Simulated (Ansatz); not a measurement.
# Sb (Pm-3m) in Ansatz: further runs

One crystal, Sb, is run at these levels: HSE06; tasks: single point, equation of state.

Program: Ansatz 0.2.0. These are calculated values, not measurements. Logs are shortened: lines on timing, memory, paths and dates and some standing lists are left out, and cuts for length are marked.

## Step 1: The structure

It takes space group Pm-3m (No. 221, cubic). Conventional cell: a = 3.160 Å, b = 3.160 Å, c = 3.160 Å, α = 90.00°, β = 90.00°, γ = 90.00°. Around Sb (site symmetry m-3m) lie 6 Sb at 3.16 Å.

This isn't the form of Sb at room conditions, which is rhombohedral.

## Step 2: Single point, HSE06, 29.66 Å³/atom (volume scaled by 0.94)

input reads:

```
crystal:
  lattice:
    - [3.0954921035, 0.0, 0.0]
    - [0.0, 3.0954921035, 0.0]
    - [0.0, 0.0, 3.0954921035]
  atoms:
    - { symbol: Sb, position: [0.0, 0.0, 0.0] }
hamiltonian:
  xc: hse06
  pseudopotentials: { kind: paw }
kpoints:
  mp_grid: { grid: [6, 6, 6] }
scf:
  occupations: { method: fermi_dirac, width: 0.05 }
output:
  forces: true
  stress: true
  eigenvalues: true
```

Potentials or basis: Ansatz PAW.

What it wrote:

```text
Warning: output.stress: scf.convergence.dr2_threshold = 1e-7 eV (the SCF's general default) is looser than the 1e-10 eV advised for a printed stress (1e-10 eV for each atom of the cell: 1). What an SCF threshold leaves in a stress goes as its square root, and in the free energy as the threshold itself, and one threshold admits the most on a small cell: of the crystals measured, under no hybrid functional and no lock of the moments, on runs that ended without the residual-converged pass, on stresses that held no estimate of that error, the worst erred by over 100 MPa in a component at 1e-7 eV an atom and by under 5 at 1e-10. Set scf.convergence.dr2_threshold to 1e-10 eV or tighter. The threshold is an SCF's pass mark: one that does not reach it within its budget of iterations ends unconverged, or closes short of it on a stop that the run arms, and scf.convergence.dr2_threshold's page says what that costs each kind of run
Warning: output.stress: scf.exx.energy_threshold = 1e-6 eV is looser than the 1e-8 eV advised for a stress under a hybrid functional (1e-8 eV for each atom of the cell: 1). Every SCF of the exchange loop can meet its threshold on dr2 while the loop round them stops early: no threshold on dr2 bounds what that leaves in the stress. Set scf.exx.energy_threshold to 1e-8 eV or tighter. The threshold is the loop's pass mark: a loop that does not reach it within its budget of cycles ends unconverged, and scf.exx.energy_threshold's page has the law
GPUs: using 1 of 1 available (devices: 1).
Engine: ansatz 0.2.0, x86_64-unknown-linux-gnu
Pseudopotentials: kind: paw
Pseudopotential: Sb, paw, valence charge 15, recommended cutoff 420 eV (normal), Sb.paw.azcp
Functional definition: HSE06
  parameter a = 0.25
  parameter omega = 0.11/bohr
  exchange = pbe_x - a*pbe_x_sr(omega) + a*exact_x_sr(omega)
  correlation = pbe_c
device memory: the entry about to start is reckoned to put 0.4 GiB on a device that reports 63.3 GiB free (of which the cap on the GPU budget leaves the run 18.0 GiB)
GPU FFT provider: cuFFT
GPU libraries: cuBLAS 13.8.2, cuFFT 12.4.0, cuSOLVER 12.3.4
Crystal: 1 atoms, lattice volume = 29.661 Å³
Basis set: ecut = 420 eV, 587 PW (Γ), exchange–correlation on 48×48×48 points (8 copies of the dense FFT grid, shifted against one another)
Bands: 12, of which v1, the nominal top of the filled ones, is band 8 counted from 1 (7 counted from 0)
Symmetry: 48 space group operations
Space group: Pm-3m (ITA 221), of the structure as read, at distance tolerance 3.1e-5 Å
k-points: 20 of 216
Non-local potential: Sb, projectors of the file, l = 0: 2, l = 1: 2, l = 2: 2, l = 3: 2
PAW form: soft (Blöchl's): semilocal exchange-correlation on the pseudo side does not see the compensation charge
PAW frozen core: Sb, regenerated for the run's functional, and the local potential with it (the file was generated under x = pbe(κ = 0.804, μ = 0.2195149727645171), c = pbe(β = 0.06672455060314922))
PAW one-centre angular grid: Sb, 590 points (default); XC on 64 Gauss nodes
Initial density: superposition of atomic densities (neutral atoms: chi_scale 0, normalization atom), corrected by the library's trained network
Initial wavefunctions: pseudopotential atomic-orbital guess
GPU buffer pool allocated for 13824 grid points (all kernels)
GPU transforms: local potential and band sums: pruned to the plane-wave sphere, on 24×24×24
Functional: x = pbe(κ = 0.804, μ = 0.2195149727645171), c = pbe(β = 0.06672455060314922), warm-up for x = pbe(κ = 0.804, μ = 0.2195149727645171) + 0.25 (exact − pbe) at short range (hse, ω = 0.20786987370883472 Å⁻¹), c = pbe(β = 0.06672455060314922); HSE06 as pw.x's `hse` composes it (authors' and Libxc's form: `xc: wpbeh`)
SCF iter   1: F=—  HF=-6484.465705 eV  |F-HF|=—  |Δ(HF+E_count)|=         —  Δρ=5.51e-4  dr2=1.06e-4  ethr=1.77e-3  ⟨swp⟩=11.2  Hψ=1199  notcnv=0
preconditioner: auto → none  [metal: Δε(μ)=0.028 eV  Ē_g=12.279 eV  σ=0.050 eV  W_gap=0.14  n_scr=6 (ndim 8)  ℏωp=15.2 eV  f_vac=0.002  D(μ)=1.11/eV (n_scr^D=6)  sad-step TF]
SCF iter   2: F=—  HF=-6484.465907 eV  |F-HF|=—  |Δ(HF+E_count)|=   2.02e-4  Δρ=3.73e-4  dr2=5.70e-5  ethr=7.10e-7  ⟨swp⟩=4.4  Hψ=764  notcnv=0  defer=3
iter 3 solved again at ethr=2.12e-8 eV; its pass at ethr=3.80e-7 eV (dr2=3.18e-6 eV) is discarded
SCF iter   3: F=—  HF=-6484.465947 eV  |F-HF|=—  |Δ(HF+E_count)|=   4.04e-5  Δρ=7.63e-5  dr2=3.19e-6  ethr=2.12e-8  ⟨swp⟩=2.5  Hψ=857  notcnv=0  defer=1
SCF iter   4: F=—  HF=-6484.465948 eV  |F-HF|=—  |Δ(HF+E_count)|=   1.40e-6  Δρ=1.53e-5  dr2=2.87e-8  ethr=2.12e-8  ⟨swp⟩=3.1  Hψ=456  notcnv=0  defer=1
SCF iter   5: F=—  HF=-6484.465949 eV  |F-HF|=—  |Δ(HF+E_count)|=   1.29e-7  Δρ=3.30e-6  dr2=1.42e-9  ethr=1.91e-10  ⟨swp⟩=4.0  Hψ=650  notcnv=0
SCF iter   6: F=-6484.465949 eV  HF=-6484.465949 eV  |F-HF|=6.18e-11  |Δ(HF+E_count)|=   1.14e-9  Δρ=3.55e-7  dr2=5.27e-11  ethr=9.49e-12  ⟨swp⟩=3.0  Hψ=442  notcnv=0
SCF 1 converged in 6 iterations: F = -6484.465949 eV  dr2 = 5.27e-11
device memory: the entry about to start is reckoned to put 1.0 GiB on a device that reports 63.3 GiB free (of which the cap on the GPU budget leaves the run 18.0 GiB)
GPU FFT provider: cuFFT
GPU libraries: cuBLAS 13.8.2, cuFFT 12.4.0, cuSOLVER 12.3.4
Initial density: handed on by an earlier stage of this run
Initial wavefunctions: those handed on with the density
GPU buffer pool allocated for 13824 grid points (all kernels)
GPU transforms: local potential and band sums: pruned to the plane-wave sphere, on 24×24×24
Functional: x = pbe(κ = 0.804, μ = 0.2195149727645171) + 0.25 (exact − pbe) at short range (hse, ω = 0.20786987370883472 Å⁻¹), c = pbe(β = 0.06672455060314922); HSE06 as pw.x's `hse` composes it (authors' and Libxc's form: `xc: wpbeh`)
Exchange kernel: α = 0.2500, screened, ω = 0.2079 Å⁻¹, Wigner–Seitz truncation, v(0) = 1043.5265 eV·Å³, q-mesh 6×6×6, nearest image of the exchange supercell L = 18.57 Å, pair-density grid 15×15×15, without the augmentation charges, whose exchange is taken in its separable form by FFT convolution over the k-point mesh (sized by the pseudopotential files, 24×24×24 at the most), smooth part of the exact exchange by density-matrix convolution in up to 2.04 GiB of GPU memory as planned if the GPU has room (build and FFT work areas not counted)
Frozen-core exchange: fock
iter 1 solved again at ethr=1.80e-5 eV; its pass at ethr=1.00e-1 eV (dr2=2.70e-3 eV) is discarded
SCF iter   1: F=—  HF=-6488.679175 eV  |F-HF|=—  |Δ(HF+E_count)|=         —  Δρ=4.50e-3  dr2=3.05e-3  ethr=1.80e-5  ⟨swp⟩=4.3  Hψ=1361  notcnv=0
preconditioner: auto → none  [metal: Δε(μ)=0.069 eV  Ē_g=13.497 eV  σ=0.050 eV  W_gap=0.33  n_scr=6 (ndim 8)  ℏωp=15.2 eV  f_vac=0.002  D(μ)=1.00/eV (n_scr^D=6)]
SCF iter   2: F=—  HF=-6488.678450 eV  |F-HF|=—  |Δ(HF+E_count)|=   7.25e-4  Δρ=1.93e-3  dr2=7.94e-4  ethr=1.80e-5  ⟨swp⟩=2.0  Hψ=395  notcnv=0
SCF iter   3: F=—  HF=-6488.678312 eV  |F-HF|=—  |Δ(HF+E_count)|=   1.38e-4  Δρ=9.16e-5  dr2=2.07e-4  ethr=3.45e-6  ⟨swp⟩=2.1  Hψ=398  notcnv=0
SCF iter   4: F=—  HF=-6488.680068 eV  |F-HF|=—  |Δ(HF+E_count)|=   1.76e-3  Δρ=5.72e-4  dr2=5.33e-5  ethr=1.57e-8  ⟨swp⟩=5.0  Hψ=952  notcnv=0
SCF iter   5: F=—  HF=-6488.680054 eV  |F-HF|=—  |Δ(HF+E_count)|=   1.36e-5  Δρ=1.63e-5  dr2=8.84e-6  ethr=1.57e-8  ⟨swp⟩=3.2  Hψ=555  notcnv=0
SCF iter   6: F=-6488.680099 eV  HF=-6488.680100 eV  |F-HF|=5.80e-7  |Δ(HF+E_count)|=   4.56e-5  Δρ=8.62e-5  dr2=1.87e-6  ethr=2.63e-10  ⟨swp⟩=5.2  Hψ=962  notcnv=0
SCF 2 stopped early in 6 iterations: F = -6488.680099 eV  dr2 = 1.87e-6
hybrid outer 1: dexx = +1.968e-3 eV, tail = 3.09e-5 eV
GPU FFT provider: cuFFT
GPU libraries: cuBLAS 13.8.2, cuFFT 12.4.0, cuSOLVER 12.3.4
GPU buffer pool allocated for 13824 grid points (all kernels)
GPU transforms: local potential and band sums: pruned to the plane-wave sphere, on 24×24×24
Exchange kernel: α = 0.2500, screened, ω = 0.2079 Å⁻¹, Wigner–Seitz truncation, v(0) = 1043.5265 eV·Å³, q-mesh 6×6×6, nearest image of the exchange supercell L = 18.57 Å, pair-density grid 15×15×15, without the augmentation charges, whose exchange is taken in its separable form by FFT convolution over the k-point mesh (sized by the pseudopotential files, 24×24×24 at the most), smooth part of the exact exchange by density-matrix convolution in up to 2.04 GiB of GPU memory as planned if the GPU has room (build and FFT work areas not counted)
Frozen-core exchange: fock
SCF iter   1: F=—  HF=-6488.679973 eV  |F-HF|=—  |Δ(HF+E_count)|=         —  Δρ=2.26e-5  dr2=1.48e-7  ethr=1.03e-6  ⟨swp⟩=2.5  Hψ=489  notcnv=0
preconditioner: auto → none  [metal: Δε(μ)=0.092 eV  Ē_g=13.503 eV  σ=0.050 eV  W_gap=0.43  n_scr=6 (ndim 8)  ℏωp=15.2 eV  f_vac=0.002  D(μ)=0.92/eV (n_scr^D=6)]
SCF iter   2: F=—  HF=-6488.679973 eV  |F-HF|=—  |Δ(HF+E_count)|=   6.70e-7  Δρ=1.74e-5  dr2=5.70e-8  ethr=4.04e-10  ⟨swp⟩=4.2  Hψ=789  notcnv=0
SCF iter   3: F=-6488.679973 eV  HF=-6488.679973 eV  |F-HF|=2.50e-9  |Δ(HF+E_count)|=   8.04e-9  Δρ=7.67e-6  dr2=6.48e-9  ethr=2.92e-10  ⟨swp⟩=3.0  Hψ=453  notcnv=0
SCF 3 converged in 3 iterations: F = -6488.679973 eV  dr2 = 6.48e-9
  Residual-converged pass: ⟨swp⟩=3.0  Hψ=474  notcnv=0  max |occ|·‖R‖ = 2.4e-6 eV (tolerance 2.4e-6 eV)  dr2=6.44e-9  dr2_onsite=6.74e-10  max |Δocc| = 5.1e-13
hybrid outer 2: dexx = +4.165e-7 eV, tail = 1.68e-8 eV, Δε = 5.63e-3 eV (about 2.56e-4 eV left of the loop's levels)
hybrid SCF converged: 2 outer / 9 inner (+6 warm-up), last move |dexx| = 4.17e-7 eV, tail = 1.68e-8 eV
Stability not checked: this state was not tested for a lower state beside it, because the functional holds exact exchange (a hybrid, or Hartree-Fock), whose exchange loop this test does not read (fock_operator; see scf.lower_state_search)
Free energy (F): -6488.679973 eV
Frozen-core exchange: fock
Harris-Foulkes:  -6488.679973 eV  (|F-HF|=2.50e-9)
Internal energy: -6488.673181 eV  (E = F + TS)
E sigma→0 (E₀):  -6488.676577 eV
Entropy (-TS):   -0.006792 eV (-6.792 meV/atom)
Fermi energy:    10.280969 eV
--- Per-component energies (eV) ---
  E_band       = -196.171334
  E_kinetic    = 206.051324
  E_local      = -1563.877842  (includes V_loc(G=0)·N_el)
  E_nonlocal   = 361.612564
  E_hartree    = 710.842385
  E_xc         = -111.084002
  E_vxc        = -77.509165  (∫ρ·V_xc dr)
  E_exx        = -40.440559  (= α·E_x^exact, valence–valence)
  E_paw        = -4566.962924  (= ΣΔE_a)
  E_vpaw       = -463.251268  (= ΣTr[D̂ρ^β])
  E_aug_tail   = -0.000001  (compensation charges beyond the density's cutoff)
  E_ewald      = -1484.839438
  E_core_change = 0.025310  (= ΣΔE_core)
  E_smearing   = -0.006792  (= −TS)
  E_closure    = -0.000000  (closes the sum)
  Σ components = -6488.679973   (vs F -6488.679973, Δ=0.00e0)
--- Forces (eV/Å), atoms counted from 1 ---
  atom   1  Sb    -0.00000000    -0.00000000     0.00000000
  max |Σ_I F_I| component: 4.63e-29 eV/Å
--- Stress (GPa, compression-positive) ---
       -1.171075       0.000000       0.000000
        0.000000      -1.171075       0.000000
        0.000000       0.000000      -1.171075
  P = ⅓ Tr σ = -1.1711 GPa (-11.711 kbar)
--- Band table (eV; the first three rows and the last of 20) ---
  k-point 0: bands = ["-21.8171", "-21.8171", "-21.6186", "-21.6186", "-21.6186", "-3.9534", "13.7305", "13.7305", "13.7305", "17.5800", "17.5800", "18.8890"]
  k-point 1: bands = ["-21.8152", "-21.7752", "-21.6312", "-21.6312", "-21.6176", "-3.5049", "10.0214", "14.1618", "14.1618", "17.9500", "18.7697", "22.3140"]
  k-point 2: bands = ["-21.8115", "-21.6910", "-21.6563", "-21.6563", "-21.6157", "-2.2549", "5.7296", "15.2304", "15.2304", "19.0110", "19.8998", "24.0261"]
  k-point 19: bands = ["-21.7234", "-21.7234", "-21.7234", "-21.5474", "-21.5474", "5.2055", "8.0138", "8.0138", "8.0138", "15.2415", "15.2415", "15.2415"]
```

Wall time 15 s (1 × NVIDIA H100 80GB HBM3 with 2 threads of AMD EPYC 7R13 (Zen 3), shared host); peak memory 1.5 GiB.

What came out:

```yaml
Free_energy: -6488.6800 eV
Pressure: -1.2 GPa
Band_gap_on_the_k_mesh: none (metal or under the smearing width)
```

Caveat: the PAW data sets come from PBE, with cores solved anew for the run's functional, which leaves a small shift of forces and pressure; the thresholds are loose for stress.

## Step 3: Single point, HSE06, 30.29 Å³/atom (volume scaled by 0.96)

Edit input of step 2 so:

```diff
@@ -2,5 +2,5 @@
   lattice:
-    - [3.0954921035, 0.0, 0.0]
-    - [0.0, 3.0954921035, 0.0]
-    - [0.0, 0.0, 3.0954921035]
+    - [3.117292062, 0.0, 0.0]
+    - [0.0, 3.117292062, 0.0]
+    - [0.0, 0.0, 3.117292062]
   atoms:
```

Potentials or basis: Ansatz PAW.

Wall time 15 s (1 × NVIDIA H100 80GB HBM3 with 2 threads of AMD EPYC 7R13 (Zen 3), shared host); peak memory 1.6 GiB.

Results (log left out):

| Property | Result |
| --- | --- |
| Free energy | -6488.6740 eV |
| Pressure | -1.8 GPa |
| Band gap on the k mesh | none (metal or under the smearing width) |

Caveat: the PAW data sets come from PBE, with cores solved anew for the run's functional, which leaves a small shift of forces and pressure; the thresholds are loose for stress.

## Step 4: Single point, HSE06, 30.92 Å³/atom (volume scaled by 0.98)

Edit input of step 3 so:

```diff
@@ -2,5 +2,5 @@
   lattice:
-    - [3.117292062, 0.0, 0.0]
-    - [0.0, 3.117292062, 0.0]
-    - [0.0, 0.0, 3.117292062]
+    - [3.1387913073, 0.0, 0.0]
+    - [0.0, 3.1387913073, 0.0]
+    - [0.0, 0.0, 3.1387913073]
   atoms:
@@ -18 +18,5 @@
   eigenvalues: true
+  write_density: true
+  write_potential: true
+  elf: true
+  volumetric_format: npy
```

Wall time 14 s (1 × NVIDIA H100 80GB HBM3 with 2 threads of AMD EPYC 7R13 (Zen 3), shared host); peak memory 1.6 GiB.

It converged, with:

```yaml
Free_energy: -6488.6657 eV
Pressure: -2.5 GPa
Band_gap_on_the_k_mesh: none (metal or under the smearing width)
```

Caveat: the PAW data sets come from PBE, with cores solved anew for the run's functional, which leaves a small shift of forces and pressure; the thresholds are loose for stress.

## Step 5: Single point, HSE06, 31.55 Å³/atom

input reads:

```
crystal:
  lattice:
    - [3.16, 0.0, 0.0]
    - [0.0, 3.16, 0.0]
    - [0.0, 0.0, 3.16]
  atoms:
    - { symbol: Sb, position: [0.0, 0.0, 0.0] }
hamiltonian:
  xc: hse06
  pseudopotentials: { kind: paw }
kpoints:
  mp_grid: { grid: [6, 6, 6] }
scf:
  occupations: { method: fermi_dirac, width: 0.05 }
output:
  forces: true
  stress: true
  eigenvalues: true
```

Run time: 16 s. Hardware: 1 × NVIDIA H100 80GB HBM3 with 2 threads of AMD EPYC 7R13 (Zen 3), shared host; peak memory 1.6 GiB.

It converged, with:

```yaml
Free_energy: -6488.6544 eV
Pressure: -3.3 GPa
Band_gap_on_the_k_mesh: none (metal or under the smearing width)
```

Caveat: the PAW data sets come from PBE, with cores solved anew for the run's functional, which leaves a small shift of forces and pressure; the thresholds are loose for stress.

## Step 6: Single point, HSE06, 32.19 Å³/atom (volume scaled by 1.02)

Edit input of step 5 so:

```diff
@@ -2,5 +2,5 @@
   lattice:
-    - [3.16, 0.0, 0.0]
-    - [0.0, 3.16, 0.0]
-    - [0.0, 0.0, 3.16]
+    - [3.1809277622, 0.0, 0.0]
+    - [0.0, 3.1809277622, 0.0]
+    - [0.0, 0.0, 3.1809277622]
   atoms:
@@ -18 +18,5 @@
   eigenvalues: true
+  write_density: true
+  write_potential: true
+  elf: true
+  volumetric_format: npy
```

Potentials or basis: Ansatz PAW.

Run time: 17 s. Hardware: 1 × NVIDIA H100 80GB HBM3 with 2 threads of AMD EPYC 7R13 (Zen 3), shared host; peak memory 1.6 GiB.

It converged, with:

* Free energy: -6488.6399 eV
* Pressure: -4.1 GPa
* Band gap on the k mesh: none (metal or under the smearing width)

Caveat: the PAW data sets come from PBE, with cores solved anew for the run's functional, which leaves a small shift of forces and pressure; the thresholds are loose for stress.

## Step 7: Single point, HSE06, 32.82 Å³/atom (volume scaled by 1.04)

input reads:

```
crystal:
  lattice:
    - [3.2015837161, 0.0, 0.0]
    - [0.0, 3.2015837161, 0.0]
    - [0.0, 0.0, 3.2015837161]
  atoms:
    - { symbol: Sb, position: [0.0, 0.0, 0.0] }
hamiltonian:
  xc: hse06
  pseudopotentials: { kind: paw }
kpoints:
  mp_grid: { grid: [6, 6, 6] }
scf:
  occupations: { method: fermi_dirac, width: 0.05 }
output:
  forces: true
  stress: true
  eigenvalues: true
```

It took 18 s on 1 × NVIDIA H100 80GB HBM3 with 2 threads of AMD EPYC 7R13 (Zen 3), shared host; peak memory 1.6 GiB.

Results (log left out):

```
Free energy            : -6488.6222 eV
Pressure               : -4.9 GPa
Band gap on the k mesh : none (metal or under the smearing width)
```

Caveat: the PAW data sets come from PBE, with cores solved anew for the run's functional, which leaves a small shift of forces and pressure; the thresholds are loose for stress.

## Step 8: Single point, HSE06, 33.45 Å³/atom (volume scaled by 1.06)

Edit input of step 7 so:

```diff
@@ -2,5 +2,5 @@
   lattice:
-    - [3.2015837161, 0.0, 0.0]
-    - [0.0, 3.2015837161, 0.0]
-    - [0.0, 0.0, 3.2015837161]
+    - [3.2219765189, 0.0, 0.0]
+    - [0.0, 3.2219765189, 0.0]
+    - [0.0, 0.0, 3.2219765189]
   atoms:
```

Run time: 16 s. Hardware: 1 × NVIDIA H100 80GB HBM3 with 2 threads of AMD EPYC 7R13 (Zen 3), shared host; peak memory 1.7 GiB.

Results (log left out):

| Quantity | Value |
| --- | --- |
| Free energy | -6488.6017 eV |
| Pressure | -5.5 GPa |
| Band gap on the k mesh | none (metal or under the smearing width) |

Caveat: the PAW data sets come from PBE, with cores solved anew for the run's functional, which leaves a small shift of forces and pressure; the thresholds are loose for stress.

## Step 9: Equation of state, HSE06

Potentials or basis: Ansatz PAW.

No new run: the results of the series are fitted here.

What came out:

```
Equilibrium volume : 28.23 Å³/atom (rough: see the caveat)
Bulk modulus       : 16.1 GPa (rough)
```

Energy against volume, from the lowest point:
```tsv
volume (Å³/atom)	energy (meV/atom)
29.661	0.00
30.292	5.93
30.923	14.25
31.554	25.56
32.186	40.08
32.817	57.73
33.448	78.27
```

Caveat: the fit is doubtful: noisy points or a state that changes with volume; the minimum lies outside the volumes run; the PAW data sets were made with another functional, which shifts forces and pressure a little. The run has no spin-orbit coupling, so splittings on Sb are missing.
